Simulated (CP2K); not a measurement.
Runs of CP2K 2026.2 on Zr. It takes space group P6_3/mmc (No. 194, hexagonal). Conventional cell: a = 3.232 Å, b = 3.232 Å, c = 5.147 Å, α = 90.00°, β = 90.00°, γ = 120.00°. Zr (site symmetry -6m2) is surrounded by 12 Zr at 3.18 to 3.23 Å. 

```csv
task,level,potentials or basis,cell,smearing,EPS_DEFAULT,NGRIDS,basis sets,potentials,CUTOFF of the grids,gap on the mesh (eV),pressure (GPa)
single point,PBEsol,POTENTIAL_UZH Zr GTH-PBE-q12; TZVP-MOLOPT-PBE-GTH basis,"atoms moved at random, drawn with an rms of 0.05 Å",fermi-dirac 0.05 eV,1.0E-10,5,Zr TZVP-MOLOPT-PBE-GTH-q12,Zr GTH-PBE-q12 of POTENTIAL_UZH,450 Ry,none,-2.4
band structure,LDA,GTH_POTENTIALS Zr GTH-PADE-q12; TZVP-MOLOPT-PBE-GTH basis,as given,fermi-dirac 0.0259 eV,1.0E-10,5,Zr TZVP-MOLOPT-PBE-GTH-q12,Zr GTH-PADE-q12 of GTH_POTENTIALS,450 Ry,none,(a)
single point,PBEsol,POTENTIAL_UZH Zr GTH-PBE-q12; TZVP-MOLOPT-PBE-GTH basis,as given,fermi-dirac 0.05 eV,1.0E-10,4,Zr TZVP-MOLOPT-PBE-GTH-q12,Zr GTH-PBE-q12 of POTENTIAL_UZH,450 Ry,none,-2.4
band structure,PBEsol,POTENTIAL_UZH Zr GTH-PBE-q12; TZVP-MOLOPT-PBE-GTH basis,as given,fermi-dirac 0.0259 eV,1.0E-9,5,Zr TZVP-MOLOPT-PBE-GTH-q12,Zr GTH-PBE-q12 of POTENTIAL_UZH,450 Ry,none,-2.4
band structure,r2SCAN,POTENTIAL_UZH Zr GTH-SCAN-q12; TZVP-MOLOPT-SCAN-GTH basis,as given,fermi-dirac 0.0259 eV,1.0E-9,4,Zr TZVP-MOLOPT-SCAN-GTH-q12,Zr GTH-SCAN-q12 of POTENTIAL_UZH,700 Ry,none,2.4
```

Alike in all rows: no spin polarisation; k mesh 9 × 9 × 5.

Problem. Estimate the missing entries.

Solution. (a) -6.4.

Caveats: the basis of atomic orbitals isn't converged, which shifts pressures, moduli and gaps; the potentials were made for another functional, which shifts forces and pressure (some runs).

A k mesh can miss the band edges, and the runs leave out spin-orbit coupling on Zr.

A gap of «none» marks a metal or a gap under the smearing width.
